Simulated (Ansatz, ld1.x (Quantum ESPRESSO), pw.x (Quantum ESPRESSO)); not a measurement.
## From atom to crystal: RRKJ potential for molybdenum (Mo)

molybdenum (Mo), norm-conserving RRKJ (Kleinman–Bylander form), made with ld1.x (Quantum ESPRESSO) 7.5 (PBE, scalar-relativistic). Core [Kr], reference 4d5 5s1 5p0. Waves: 5p (bound, empty): rc 4.20 bohr; 4d (bound): rc 1.35 bohr; 5s (bound): rc 2.65 bohr. Local part: the s channel. Core correction: none. rho0 = 0.005.

Crystal test: sc Mo in pw.x 7.5, no spin, 13³ k-points, Fermi–Dirac smearing 0.01 Ry, cutoffs 110/440 Ry. The reference is all-electron LAPW (Ansatz 0.2.0) with the same functional, mesh and smearing; V0 and B0 come from Birch–Murnaghan fits to the pressures at five volumes. Errors are pseudo minus all-electron; Δ is the rms difference of the E(V) curves that follow from these fits, minima aligned, over ±6 % about the mean V0. Mesh and smearing are coarse, so the numbers serve the comparison and aren't converged zero-temperature values; the lattice is a test structure that the element need not adopt.

All-electron: a0 = 2.601 Å (V0 = 17.59 Å³/atom), B0 = 191.2 GPa.

Task: How far does the potential miss the all-electron equation of state?

Result: mean pressure error (GPa): +9.72; a0 (Å): 2.644; a0 error (%): +1.67; B0 error (%): -6.9; Δ (meV/atom): 36.2. The largest radius (4.20 bohr) exceeds half the bond length (2.46 bohr), so the spheres overlap, which is one possible source of error among others. This is a poor potential for the solid.

```csv
V (Å³/atom),P all-electron (GPa),P pseudo (GPa)
16.835,9.23,20.40
17.278,3.56,13.94
17.721,-1.39,8.27
18.164,-5.73,3.27
18.607,-9.52,-1.12
```

Task: At the middle volume, how do free energy and pressure move when the wave cutoff is lowered (ecutrho kept at four times it)?

Result:

```json
{"cutoff (Ry)": "50", "shift of F (meV/atom)": "+121.2", "shift of P (GPa)": "+0.17"}
{"cutoff (Ry)": "66", "shift of F (meV/atom)": "+76.2", "shift of P (GPa)": "-1.62"}
{"cutoff (Ry)": "88", "shift of F (meV/atom)": "+8.2", "shift of P (GPa)": "-0.64"}
```

Input at the middle volume:

```
&control
  calculation='scf', prefix='x', pseudo_dir='./', outdir='./tmp', tstress=.true., disk_io='none'
/
&system
  ibrav=0, nat=1, ntyp=1, ecutwfc=110, ecutrho=440, nbnd=10,
  occupations='smearing', smearing='fd', degauss=0.01
/
&electrons
  conv_thr=1e-09, mixing_beta=0.4, electron_maxstep=70
/
ATOMIC_SPECIES
Mo 1.0 Mo.UPF
CELL_PARAMETERS angstrom
  2.60713033 0.00000000 0.00000000
  0.00000000 2.60713033 0.00000000
  0.00000000 0.00000000 2.60713033
ATOMIC_POSITIONS crystal
Mo 0.0000 0.0000 0.0000
K_POINTS automatic
13 13 13 0 0 0
```

```bash
pw.x < Mo.scf.in > Mo.scf.out
```

Lines of the output:

```
Message from routine setup:
     using ibrav=0 with symmetry is DISCOURAGED, use correct ibrav instead
     lattice parameter (alat)  =       4.9268  a.u.
     unit-cell volume          =     119.5872 (a.u.)^3
     number of electrons       =         6.00
     number of Kohn-Sham states=           10
     kinetic-energy cutoff     =     110.0000  Ry
     charge density cutoff     =     440.0000  Ry
     scf convergence threshold =      1.0E-09
     Exchange-correlation= PBE
     number of k points=    84  Fermi-Dirac smearing, width (Ry)=  0.0100
     iteration #  1     ecut=   110.00 Ry     beta= 0.40
     total energy              =     -16.04822941 Ry
     estimated scf accuracy    <       0.07272278 Ry
     iteration #  2     ecut=   110.00 Ry     beta= 0.40
     total energy              =     -16.05081547 Ry
     estimated scf accuracy    <       0.01099012 Ry
     iteration #  3     ecut=   110.00 Ry     beta= 0.40
     total energy              =     -16.05273858 Ry
     estimated scf accuracy    <       0.00069621 Ry
     iteration #  4     ecut=   110.00 Ry     beta= 0.40
     total energy              =     -16.05285902 Ry
     estimated scf accuracy    <       0.00003172 Ry
     iteration #  5     ecut=   110.00 Ry     beta= 0.40
     total energy              =     -16.05286650 Ry
     estimated scf accuracy    <       0.00001414 Ry
     iteration #  6     ecut=   110.00 Ry     beta= 0.40
     total energy              =     -16.05286885 Ry
     estimated scf accuracy    <       0.00000002 Ry
     iteration #  7     ecut=   110.00 Ry     beta= 0.40
     total energy              =     -16.05286889 Ry
     estimated scf accuracy    <          4.9E-09 Ry
     iteration #  8     ecut=   110.00 Ry     beta= 0.40
     the Fermi energy is    12.1193 ev
!    total energy              =     -16.05286889 Ry
     estimated scf accuracy    <          7.6E-10 Ry
     smearing contrib. (-TS)   =      -0.00409562 Ry
     The total energy is F=E-TS. E is the sum of the following terms:
     one-electron contribution =       8.06867987 Ry
     hartree contribution      =       0.77581481 Ry
     xc contribution           =      -4.16105009 Ry
     ewald contribution        =     -20.73221786 Ry
     convergence has been achieved in   8 iterations
          total   stress  (Ry/bohr**3)                   (kbar)     P=       82.66
     Message from routine punch:
     Nothing written, as per user request (disk_io='none')
```

The run at the middle volume (84 k-points, 8 iterations) took about 20 s on one core of a shared host (Neoverse-V1, 32 threads, 247 GiB, load 13).
